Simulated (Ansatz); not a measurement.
# GaN: the cost of one run

Method: DFT PBE, scalar-relativistic, plane waves, PAW, in Ansatz 0.2.0.

## Step 1: The starting structure

It takes space group Fm-3m (No. 225, cubic). Conventional cell: a = 4.270 Å, b = 4.270 Å, c = 4.270 Å, α = 90.00°, β = 90.00°, γ = 90.00°. Ga (site symmetry m-3m) has 6 N at 2.14 Å as nearest neighbours. N (site symmetry m-3m) has 6 Ga at 2.14 Å as nearest neighbours.

As a file:

```xyz
2
Lattice="0.0000 2.1352 2.1352 2.1352 0.0000 2.1352 2.1352 2.1352 0.0000" Properties=species:S:1:pos:R:3 pbc="T T T"
Ga    0.0000    0.0000    0.0000
N     2.1352    2.1352    2.1352
```

The structure comes from the Materials Project (structure only).

## Step 2: A change within the space group

Against the listed cell: strain xx, yy, zz, yz, xz, xy = -2.7, -2.7, -2.7, +0.0, +0.0, +0.0 %.

The input, input.yaml:

```yaml
crystal:
  lattice:
    - [0.0, 2.076665504, 2.076665504]
    - [2.076665504, 0.0, 2.076665504]
    - [2.076665504, 2.076665504, 0.0]
  atoms:
    - { symbol: Ga, position: [0.0, 0.0, 0.0] }
    - { symbol: "N", position: [0.5, 0.5, 0.5] }
basis:
  ecutwfc: 420
kpoints:
  mp_grid: { grid: [14, 14, 14] }
hamiltonian:
  xc: pbe
scf:
  occupations: { method: gaussian, width: 0.05 }
output:
  forces: true
  stress: true
  eigenvalues: true
```

The run is started by

```console
$ ansatz run input.yaml --threads 1 --pin off --max-ram 1331MiB --backend cpu --events-out ev --progress --plain --runs-dir out
```

**Question.** How long does this run take on 1 thread of an x86-64 CPU, shared host, and how much memory does it need?

About 3.9 s, with a peak of 0.32 GiB.
